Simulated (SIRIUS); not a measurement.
# Al (Fm-3m) in SIRIUS: a series of runs

Aim: see how the results for Al move with the level of theory and the settings. Levels: LDA, PBE. Tasks: equation of state, band structure.

Program: SIRIUS 7.12.0. These are calculated values, not measurements. Logs are shortened: lines on timing, memory, paths and dates and some standing lists are left out, and cuts for length are marked. The log counts tension as positive stress, the text compression.

**Experimental background.**

From “The interpretation of polycrystalline coherent inelastic neutron scattering from aluminium”, 2013, pmc:3831299, for a bulk crystal of Al: bulk modulus 76.9 GPa.

How close the calculation comes is told below.

### Step 1. Starting point

It takes space group Fm-3m (No. 225, cubic). The conventional cell has a = 4.050 Å, b = 4.050 Å, c = 4.050 Å, α = 90.00°, β = 90.00°, γ = 90.00°. Around Al (site symmetry m-3m) lie 12 Al at 2.86 Å.

### Step 2. Equation of state, LDA, 15.61 Å³/atom (volume scaled by 0.94)

Contents of sirius.json:

```json
{
  "control": {
    "processing_unit": "cpu",
    "std_evp_solver_name": "lapack",
    "gen_evp_solver_name": "lapack",
    "verbosity": 2,
    "print_forces": false,
    "ortho_rf": true,
    "use_second_variation": true,
    "rmt_max": 3.0,
    "num_bands_to_print": 12,
    "save_wf": true
  },
  "parameters": {
    "electronic_structure_method": "full_potential_lapwlo",
    "xc_functionals": ["XC_LDA_X", "XC_LDA_C_PW"],
    "core_relativity": "dirac",
    "valence_relativity": "koelling_harmon",
    "num_fv_states": 12,
    "smearing": "gaussian",
    "smearing_width": 0.0018374661,
    "pw_cutoff": 20,
    "gk_cutoff": 3.41,
    "lmax_apw": 10,
    "lmax_rho": 8,
    "lmax_pot": 8,
    "num_mag_dims": 0,
    "auto_rmt": 0,
    "ngridk": [11, 11, 11],
    "shiftk": [0, 0, 0],
    "num_dft_iter": 80,
    "energy_tol": 1e-07,
    "density_tol": 1e-05,
    "use_symmetry": true
  },
  "settings": {"tol_ne": 1e-10},
  "iterative_solver": {"type": "exact"},
  "mixer": {"type": "anderson", "beta": 0.5, "max_history": 8},
  "unit_cell": {
    "lattice_vectors": [
      [0.0, 0.707106781185, 0.707106781185],
      [0.707106781185, 0.0, 0.707106781185],
      [0.707106781185, 0.707106781185, 0.0]
    ],
    "atom_types": ["Al"],
    "atom_files": {"Al": "Al.json"},
    "atoms": {"Al": [[0.0, 0.0, 0.0]]},
    "lattice_vectors_scale": 5.3007788698
  }
}
```

Contents of Al.json:

```json
{
  "name": "aluminium",
  "symbol": "Al",
  "number": 13,
  "mass": 26.9815386,
  "rmin": 1e-06,
  "rmt": 2.29,
  "nrmt": 800,
  "rinf": 20.43,
  "core": "1s",
  "valence": [
    {"basis": [{"enu": 0.07, "dme": 0, "n": 0, "auto": 0}, {"enu": 0.07, "dme": 1, "n": 0, "auto": 0}]},
    {"l": 0, "n": 1, "basis": [{"enu": 0.1274, "dme": 0, "n": 0, "auto": 0}]},
    {"l": 1, "n": 2, "basis": [{"enu": 0.17, "dme": 0, "n": 0, "auto": 0}]},
    {"l": 2, "n": 3, "basis": [{"enu": 0.17, "dme": 0, "n": 0, "auto": 0}]},
    {"l": 3, "n": 4, "basis": [{"enu": 0.17, "dme": 0, "n": 0, "auto": 0}]}
  ],
  "lo": [
    {
      "l": 0,
      "basis": [{"enu": 0.1274, "dme": 0, "n": 0, "auto": 0}, {"enu": 0.1274, "dme": 1, "n": 0, "auto": 0}]
    },
    {
      "l": 0,
      "basis": [{"enu": -3.675, "dme": 0, "n": 2, "auto": 1}, {"enu": -3.675, "dme": 1, "n": 2, "auto": 1}]
    },
    {
      "l": 0,
      "basis": [{"enu": -3.675, "dme": 1, "n": 2, "auto": 1}, {"enu": 0.1274, "dme": 0, "n": 0, "auto": 0}]
    },
    {
      "l": 0,
      "basis": [{"enu": 0.1274, "dme": 0, "n": 0, "auto": 0}, {"enu": 3.1784, "dme": 0, "n": 0, "auto": 0}]
    },
    {"l": 1, "basis": [{"enu": 0.17, "dme": 0, "n": 0, "auto": 0}, {"enu": 0.17, "dme": 1, "n": 0, "auto": 0}]},
    {
      "l": 1,
      "basis": [{"enu": -2.2897, "dme": 0, "n": 2, "auto": 1}, {"enu": -2.2897, "dme": 1, "n": 2, "auto": 1}]
    },
    {
      "l": 1,
      "basis": [{"enu": -2.2897, "dme": 1, "n": 2, "auto": 1}, {"enu": 0.17, "dme": 0, "n": 0, "auto": 0}]
    },
    {"l": 1, "basis": [{"enu": 0.17, "dme": 0, "n": 0, "auto": 0}, {"enu": 3.6787, "dme": 0, "n": 0, "auto": 0}]},
    {"l": 2, "basis": [{"enu": 0.17, "dme": 0, "n": 0, "auto": 0}, {"enu": 0.17, "dme": 1, "n": 0, "auto": 0}]},
    {"l": 2, "basis": [{"enu": 0.17, "dme": 1, "n": 0, "auto": 0}, {"enu": 0.17, "dme": 2, "n": 0, "auto": 0}]},
    {"l": 2, "basis": [{"enu": 0.17, "dme": 0, "n": 0, "auto": 0}, {"enu": 3.1448, "dme": 0, "n": 0, "auto": 0}]},
    {"l": 3, "basis": [{"enu": 0.17, "dme": 0, "n": 0, "auto": 0}, {"enu": 0.17, "dme": 1, "n": 0, "auto": 0}]}
  ],
  "free_atom": [... radial grid and density of the free atom, the start of the SCF ...]
}
```

Contents of sirius_start.json:

```json
{
  "control": {
    "processing_unit": "cpu",
    "std_evp_solver_name": "lapack",
    "gen_evp_solver_name": "lapack",
    "verbosity": 1,
    "print_forces": false,
    "ortho_rf": true,
    "use_second_variation": true,
    "rmt_max": 3.0,
    "num_bands_to_print": 12,
    "save_wf": false
  },
  "parameters": {
    "electronic_structure_method": "full_potential_lapwlo",
    "xc_functionals": ["XC_LDA_X", "XC_LDA_C_PW"],
    "core_relativity": "dirac",
    "valence_relativity": "koelling_harmon",
    "num_fv_states": 12,
    "smearing": "fermi_dirac",
    "smearing_width": 0.0055123983,
    "pw_cutoff": 20,
    "gk_cutoff": 2.72,
    "lmax_apw": 10,
    "lmax_rho": 8,
    "lmax_pot": 8,
    "num_mag_dims": 0,
    "auto_rmt": 0,
    "ngridk": [4, 4, 4],
    "shiftk": [0, 0, 0],
    "num_dft_iter": 30,
    "energy_tol": 0.01,
    "density_tol": 0.05,
    "use_symmetry": true
  },
  "settings": {"tol_ne": 1e-10},
  "iterative_solver": {"type": "exact"},
  "mixer": {"type": "anderson", "beta": 0.5, "max_history": 8},
  "unit_cell": {
    "lattice_vectors": [
      [0.0, 0.707106781185, 0.707106781185],
      [0.707106781185, 0.0, 0.707106781185],
      [0.707106781185, 0.707106781185, 0.0]
    ],
    "atom_types": ["Al"],
    "atom_files": {"Al": "Al.json"},
    "atoms": {"Al": [[0.0, 0.0, 0.0]]},
    "lattice_vectors_scale": 5.3007788698
  }
}
```

Potentials or basis: all-electron FP-LAPW (Koelling-Harmon valence), apw+lo standard.

Launch:

```bash
$ OMP_NUM_THREADS=1 sirius.scf --input=sirius_start.json --output=start.json
$ OMP_NUM_THREADS=1 sirius.scf --input=sirius.json --output=output.json --task=1
```

Output:

```text
[info] SIRIUS version : 7.12.0
[info] number of MPI ranks           : 1
[info] MPI grid                      : 1 1
[info] maximum number of OMP threads : 1
[fft] FFT context for density and potential
[fft] =====================================
[fft]   plane wave cutoff                     : 20
[fft]   grid size                             : 36 36 36   total : 46656
[fft]   grid limits                           : -17 18   -17 18   -17 18
[fft]   number of G-vectors within the cutoff : 14211
[fft]   number of G-shells                    : 413
[fft] FFT context for coarse grid
[fft] =====================================
[fft]   plane wave cutoff                     : 6.82
[fft]   grid size                             : 15 15 15   total : 3375
[fft]   grid limits                           : -7 7   -7 7   -7 7
[fft]   number of G-vectors within the cutoff : 537
[fft]   number of G-shells                    : 27
[unit cell] lattice vectors
[unit cell]   a1 :       0.0000000000      3.7482166844      3.7482166844
[unit cell]   a2 :       3.7482166844      0.0000000000      3.7482166844
[unit cell]   a3 :       3.7482166844      3.7482166844      0.0000000000
[unit cell] reciprocal lattice vectors
[unit cell]   b1 :      -0.8381566270      0.8381566270      0.8381566270
[unit cell]   b2 :       0.8381566270     -0.8381566270      0.8381566270
[unit cell]   b3 :       0.8381566270      0.8381566270     -0.8381566270
[unit cell] unit cell volume :       105.31835429 [a.u.^3]
[unit cell] 1/sqrt(omega)    :         0.09744240
[unit cell] MT volume        :        50.30313549 (47.76%)
[unit cell] IT volume        :        55.01521880 (52.24%)
[unit cell] number of atom types : 1
[unit cell] type id : 0 symbol : Al mt_radius :   2.290000 num_atoms : 1
[unit cell] total number of atoms : 1
[unit cell] number of symmetry classes : 1
[unit cell] atom id  type id  class id             position                      vector_field
[unit cell] ------------------------------------------------------------------------------------------
[unit cell]      0        0        0      0.00000   0.00000   0.00000      0.00000   0.00000   0.00000
[unit cell] atom id         position (Cartesian, a.u.)
[unit cell] ---------------------------------------------
[unit cell]      0       0.000000    0.000000    0.000000
[unit cell] class id : 0 atom id : 0
[unit cell] minimum bond length:     5.300779
[sym] space group number   : 225
[sym] international symbol : Fm-3m
[sym] Hall symbol          : -F 4 2 3
[sym] space group transformation matrix :
[sym]   0.0000  0.5000  0.5000
[sym]   0.5000  0.0000  0.5000
[sym]   0.5000  0.5000  0.0000
[sym] space group origin shift :
[sym]   0.0000  0.0000  0.0000
[sym] number of space group operations  : 48
[sym] number of magnetic group operations : 48
[sym] metric tensor error: 0.0000e+00
[sym] rotation matrix error: 1.0777e-17
[sym]
[sym] symmetry operations
[sym]
[... 234 lines left out ...]
[find] enuc                           :    -292.46554493
[find] <rho|V^{XC}>                   :     -23.39586785
[find] <rho|E^{XC}>                   :     -17.71381238
[find] <mag|B^{XC}>                   :       0.00000000
[find] <rho|V^{H}>                    :    -347.69914048
[find] smearing (-TS)                 :      -0.00004180
[find] SCF correction                 :      -0.00100148
[find] Total energy                   :    -241.92515779 (Ha),    -483.85031559 (Ry)
[find] Free energy (E-TS)             :    -241.92519959 (Ha),    -483.85039919 (Ry)
[find] band gap (eV)                  :       0.00000000
[find] Efermi                         :       0.26997531
[find] iteration : 0, RMS (target) : 5.8740e-03 (1.0000e-05) , energy difference (target) : -2.4193e+02 (1.0000e-07)
[find] +------------------------------+
[find] | SCF iteration   1 out of  80|
[find] +------------------------------+
[generate_radial_functions] Linearization energies
[generate_radial_functions] Atom : Al, class id : 0
[generate_radial_functions] augmented waves
[generate_radial_functions] local orbitals
[generate_radial_functions] {l: 0, n: 2, enu: -3.49776, dme: 0, auto: 1}
[generate_radial_functions] {l: 0, n: 2, enu: -3.49776, dme: 1, auto: 1}
[generate_radial_functions] {l: 0, n: 2, enu: -3.49776, dme: 1, auto: 1}
[generate_radial_functions] {l: 1, n: 2, enu: -2.10871, dme: 0, auto: 1}
[generate_radial_functions] {l: 1, n: 2, enu: -2.10871, dme: 1, auto: 1}
[generate_radial_functions] {l: 1, n: 2, enu: -2.10871, dme: 1, auto: 1}
[diagonalize] Lowest band energies
[diagonalize] ik:    0   -3.498878   -2.108775   -2.108775   -2.108775   -0.152460    0.743038    0.743038    0.743038    0.807365    0.807365    0.807365    0.895866
[diagonalize] ik:    1   -3.498866   -2.108853   -2.108784   -2.108784   -0.143909    0.635705    0.721123    0.721123    0.831159    0.842157    0.842157    0.957011
[diagonalize] ik:    2   -3.498835   -2.109080   -2.108819   -2.108819   -0.118351    0.498128    0.694599    0.694599    0.822509    0.870891    0.870891    0.925853
[diagonalize] ik:    3   -3.498795   -2.109382   -2.108865   -2.108865   -0.076066    0.368435    0.679589    0.679589    0.811589    0.811589    0.814485    0.967875
[diagonalize] ik:    4   -3.498758   -2.109658   -2.108911   -2.108911   -0.017491    0.250812    0.678050    0.678050    0.757838    0.757838    0.817184    0.911383
[diagonalize] ...
[diagonalize] ik:   51   -3.498686   -2.109677   -2.109324   -2.109165    0.184351    0.235945    0.293757    0.423129    0.645740    0.780490    1.086302    1.105827
[diagonalize] ik:   52   -3.498709   -2.109593   -2.109278   -2.109069    0.070162    0.309097    0.365784    0.433493    0.767904    0.830827    0.888150    1.150653
[diagonalize] ik:   53   -3.498695   -2.109585   -2.109378   -2.109110    0.142318    0.228578    0.354137    0.393197    0.804919    0.838384    0.927661    1.052078
[diagonalize] ik:   54   -3.498688   -2.109614   -2.109351   -2.109173    0.164339    0.288246    0.290565    0.354875    0.748111    0.817603    0.966844    1.073613
[diagonalize] ik:   55   -3.498687   -2.109520   -2.109465   -2.109165    0.216293    0.225839    0.280947    0.354834    0.796669    0.905549    0.911658    0.984756
[generate_core_charge_density] atom class : 0
[generate_core_charge_density]   n,l,k : 1 0 1  energy :         -54.82221343
[find] Total energy                   :    -241.92515586 (Ha),    -483.85031171 (Ry)
[find] iteration : 1, RMS (target) : 2.8155e-03 (1.0000e-05) , energy difference (target) : 1.9376e-06 (1.0000e-07)
[find] Total energy                   :    -241.92515518 (Ha),    -483.85031036 (Ry)
[find] iteration : 2, RMS (target) : 1.1730e-04 (1.0000e-05) , energy difference (target) : 6.7669e-07 (1.0000e-07)
[find] Total energy                   :    -241.92515500 (Ha),    -483.85031001 (Ry)
[find] iteration : 3, RMS (target) : 2.6630e-05 (1.0000e-05) , energy difference (target) : 1.7579e-07 (1.0000e-07)
[find] Charges and magnetic moments
[find] --------------------------------------------------------------------------------
[find] atom      charge    core leakage
[find] --------------------------------------------------------------------------------
[find]    0   11.456974    0.000000e+00
[find] total core leakage    : 0.00000000e+00
[find] interstitial charge   : 1.543026
[find] total charge          : 13.000000
[find] Energy
[find] --------------------------------------------------------------------------------
[find] valence_eval_sum               :     -19.34450952
[find] core_eval_sum                  :    -109.64419168
[find] kinetic energy                 :     242.10884217
[find] enuc                           :    -292.46939278
[find] <rho|V^{XC}>                   :     -23.39570893
[find] <rho|E^{XC}>                   :     -17.71369091
[find] <mag|B^{XC}>                   :       0.00000000
[find] <rho|V^{H}>                    :    -347.70183443
[find] smearing (-TS)                 :      -0.00004316
[find] SCF correction                 :       0.00000375
[find] Total energy                   :    -241.92515499 (Ha),    -483.85030998 (Ry)
[find] Free energy (E-TS)             :    -241.92519815 (Ha),    -483.85039630 (Ry)
[find] band gap (eV)                  :       0.00000000
[find] Efermi                         :       0.27028017
[find] iteration : 4, RMS (target) : 1.7795e-06 (1.0000e-05) , energy difference (target) : 1.6517e-08 (1.0000e-07)
[find] converged after 5 SCF iterations!
[find] Charges and magnetic moments
[find] --------------------------------------------------------------------------------
[find] atom      charge    core leakage
[find] --------------------------------------------------------------------------------
[find]    0   11.456974    0.000000e+00
[find] total core leakage    : 0.00000000e+00
[find] interstitial charge   : 1.543026
[find] total charge          : 13.000000
[find] Energy
[find] --------------------------------------------------------------------------------
[find] valence_eval_sum               :     -19.34450952
[find] core_eval_sum                  :    -109.64419168
[find] kinetic energy                 :     242.10884217
[find] enuc                           :    -292.46939278
[find] <rho|V^{XC}>                   :     -23.39570893
[find] <rho|E^{XC}>                   :     -17.71369091
[find] <mag|B^{XC}>                   :       0.00000000
[find] <rho|V^{H}>                    :    -347.70183443
[find] smearing (-TS)                 :      -0.00004316
[find] SCF correction                 :       0.00000375
[find] Total energy                   :    -241.92515499 (Ha),    -483.85030998 (Ry)
[find] Free energy (E-TS)             :    -241.92519815 (Ha),    -483.85039630 (Ry)
[find] band gap (eV)                  :       0.00000000
[find] Efermi                         :       0.27028017
```

Wall time 11 s (1 thread of Arm Neoverse V1, shared host); peak memory 0.27 GiB.

Results:

```yaml
Free_energy: -6583.1200 eV
Band_gap_on_the_k_mesh: none (metal or under the smearing width)
All_electrons_inside_the_program's_atomic_spheres: Al 11.46 (radii Al 2.29 bohr)
```

### Step 3. Equation of state, LDA, 15.94 Å³/atom (volume scaled by 0.96)

sirius.json: that of step 2 with these lines changed.

```diff
@@ -40,5 +40,5 @@
     "lattice_vectors": [
-      [0.0, 0.707106781185, 0.707106781185],
-      [0.707106781185, 0.0, 0.707106781185],
-      [0.707106781185, 0.707106781185, 0.0]
+      [0.0, 0.707106781191, 0.707106781191],
+      [0.707106781191, 0.0, 0.707106781191],
+      [0.707106781191, 0.707106781191, 0.0]
     ],
@@ -47,3 +47,3 @@
     "atoms": {"Al": [[0.0, 0.0, 0.0]]},
-    "lattice_vectors_scale": 5.3007788698
+    "lattice_vectors_scale": 5.3381095283
   }
```

Contents of Al.json:

```json
{
  "name": "aluminium",
  "symbol": "Al",
  "number": 13,
  "mass": 26.9815386,
  "rmin": 1e-06,
  "rmt": 2.29,
  "nrmt": 800,
  "rinf": 20.43,
  "core": "1s",
  "valence": [
    {"basis": [{"enu": 0.06, "dme": 0, "n": 0, "auto": 0}, {"enu": 0.06, "dme": 1, "n": 0, "auto": 0}]},
    {"l": 0, "n": 1, "basis": [{"enu": 0.1173, "dme": 0, "n": 0, "auto": 0}]},
    {"l": 1, "n": 2, "basis": [{"enu": 0.16, "dme": 0, "n": 0, "auto": 0}]},
    {"l": 2, "n": 3, "basis": [{"enu": 0.16, "dme": 0, "n": 0, "auto": 0}]},
    {"l": 3, "n": 4, "basis": [{"enu": 0.16, "dme": 0, "n": 0, "auto": 0}]}
  ],
  "lo": [
    {
      "l": 0,
      "basis": [{"enu": 0.1173, "dme": 0, "n": 0, "auto": 0}, {"enu": 0.1173, "dme": 1, "n": 0, "auto": 0}]
    },
    {
      "l": 0,
      "basis": [{"enu": -3.685, "dme": 0, "n": 2, "auto": 1}, {"enu": -3.685, "dme": 1, "n": 2, "auto": 1}]
    },
    {
      "l": 0,
      "basis": [{"enu": -3.685, "dme": 1, "n": 2, "auto": 1}, {"enu": 0.1173, "dme": 0, "n": 0, "auto": 0}]
    },
    {
      "l": 0,
      "basis": [{"enu": 0.1173, "dme": 0, "n": 0, "auto": 0}, {"enu": 3.1684, "dme": 0, "n": 0, "auto": 0}]
    },
    {"l": 1, "basis": [{"enu": 0.16, "dme": 0, "n": 0, "auto": 0}, {"enu": 0.16, "dme": 1, "n": 0, "auto": 0}]},
    {
      "l": 1,
      "basis": [{"enu": -2.2997, "dme": 0, "n": 2, "auto": 1}, {"enu": -2.2997, "dme": 1, "n": 2, "auto": 1}]
    },
    {
      "l": 1,
      "basis": [{"enu": -2.2997, "dme": 1, "n": 2, "auto": 1}, {"enu": 0.16, "dme": 0, "n": 0, "auto": 0}]
    },
    {"l": 1, "basis": [{"enu": 0.16, "dme": 0, "n": 0, "auto": 0}, {"enu": 3.6687, "dme": 0, "n": 0, "auto": 0}]},
    {"l": 2, "basis": [{"enu": 0.16, "dme": 0, "n": 0, "auto": 0}, {"enu": 0.16, "dme": 1, "n": 0, "auto": 0}]},
    {"l": 2, "basis": [{"enu": 0.16, "dme": 1, "n": 0, "auto": 0}, {"enu": 0.16, "dme": 2, "n": 0, "auto": 0}]},
    {"l": 2, "basis": [{"enu": 0.16, "dme": 0, "n": 0, "auto": 0}, {"enu": 3.1348, "dme": 0, "n": 0, "auto": 0}]},
    {"l": 3, "basis": [{"enu": 0.16, "dme": 0, "n": 0, "auto": 0}, {"enu": 0.16, "dme": 1, "n": 0, "auto": 0}]}
  ],
  "free_atom": [... radial grid and density of the free atom, the start of the SCF ...]
}
```

sirius_start.json: that of step 2 with these lines changed.

```diff
@@ -40,5 +40,5 @@
     "lattice_vectors": [
-      [0.0, 0.707106781185, 0.707106781185],
-      [0.707106781185, 0.0, 0.707106781185],
-      [0.707106781185, 0.707106781185, 0.0]
+      [0.0, 0.707106781191, 0.707106781191],
+      [0.707106781191, 0.0, 0.707106781191],
+      [0.707106781191, 0.707106781191, 0.0]
     ],
@@ -47,3 +47,3 @@
     "atoms": {"Al": [[0.0, 0.0, 0.0]]},
-    "lattice_vectors_scale": 5.3007788698
+    "lattice_vectors_scale": 5.3381095283
   }
```

Potentials or basis: all-electron FP-LAPW (Koelling-Harmon valence), apw+lo standard.

Launch:

```bash
$ OMP_NUM_THREADS=1 sirius.scf --input=sirius_start.json --output=start.json
$ OMP_NUM_THREADS=1 sirius.scf --input=sirius.json --output=output.json --task=1
```

It took 12 s on 1 thread of Arm Neoverse V1, shared host; peak memory 0.27 GiB.

Results (log left out):

| Quantity | Value |
| --- | --- |
| Free energy | -6583.1211 eV |
| Band gap on the k mesh | none (metal or under the smearing width) |
| All electrons inside the program's atomic spheres | Al 11.44 (radii Al 2.29 bohr) |

(Part 1 of 3 ends here.)
